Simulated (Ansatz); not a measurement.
# Ta3H: the cost of one run

Computed with Ansatz 0.2.0 (DFT PBE, scalar-relativistic, plane waves, PAW, unless a step's input says otherwise).

5 further runs of the same task are left out: 1 that didn't finish, 4 set aside as unsound or not needed.

**1. The system as given**

The structure is cubic, space group Im-3m (No. 229). The conventional cell has a = 3.319 Å, b = 3.319 Å, c = 3.319 Å, α = 90.00°, β = 90.00°, γ = 90.00°. Around Ta (site symmetry m-3m) lie 8 Ta at 2.87 Å.

As a file:

```xyz
1
Lattice="-1.6595 1.6595 1.6595 1.6595 -1.6595 1.6595 1.6595 1.6595 -1.6595" Properties=species:S:1:pos:R:3 pbc="T T T"
Ta    0.0000    0.0000    0.0000
```

This cell was relaxed beforehand with the same method: volume 18.28 Å³/atom, gap on the mesh none (metal).

**2. Plan of the scan**

Atoms count from 1 in the order of the input.

H is moved over the surface cell; relaxed at each place: the height of the adsorbate's atoms; substrate rigid; the origin of the map has the adsorbate above Ta3.

The axes are (1) position of H4 along the first surface vector, from above Ta3: 6 values from 0.000 to 0.833, periodic; (2) position of H4 along the second surface vector, from above Ta3: 6 values from 0.000 to 0.833, periodic.

Relaxed at each point: the height of the adsorbate's atoms; substrate rigid. Points are written as (first, second).

The two vectors of the plane (Å): (2.874, 0.000, 0.000); (-0.958, 2.710, 0.000).

**3. Point (0/6, 0/6) of the map's two axes**

Contents of input.yaml:

```yaml
crystal:
  lattice:
    - [2.8743098524, 0.0, 0.0]
    - [-0.9581032841, 2.7099253172, 0.0]
    - [0.0, 0.0, 20.026689704]
  atoms:
    - { symbol: Ta, position: [0.5, 0.5, 0.1997334587] }
    - { symbol: Ta, position: [0.0, 0.0, 0.3127671377] }
    - { symbol: Ta, position: [0.5, 0.5, 0.4257663064] }
    - { symbol: H, position: [0.5, 0.5, 0.526631703] }
basis:
  ecutwfc: 420
kpoints:
  mp_grid: { grid: [10, 10, 1] }
hamiltonian:
  xc: pbe
  pseudopotentials: { kind: paw, azcp: { folder: soft_1 } }
scf:
  occupations: { method: gaussian, width: 0.1 }
output:
  forces: true
  eigenvalues: true
relax:
  adjacent_minimum: "off"
  f_tol: 0.025
  max_steps: 16
  constraints: [{ sites: [0, 1, 2] }, { sites: [3], fix: xy }]
efield:
  axis: 3
  dipole_correction: true
  ramp_width: 0.04
```

Command:

```
$ ansatz run input.yaml --threads 1 --pin off --max-ram 3072MiB --backend cpu --events-out ev --progress --plain --runs-dir out
```

What time and memory should one allow on 1 thread of Arm Neoverse V2, shared host?

About 47 s, with a peak of 0.38 GiB.
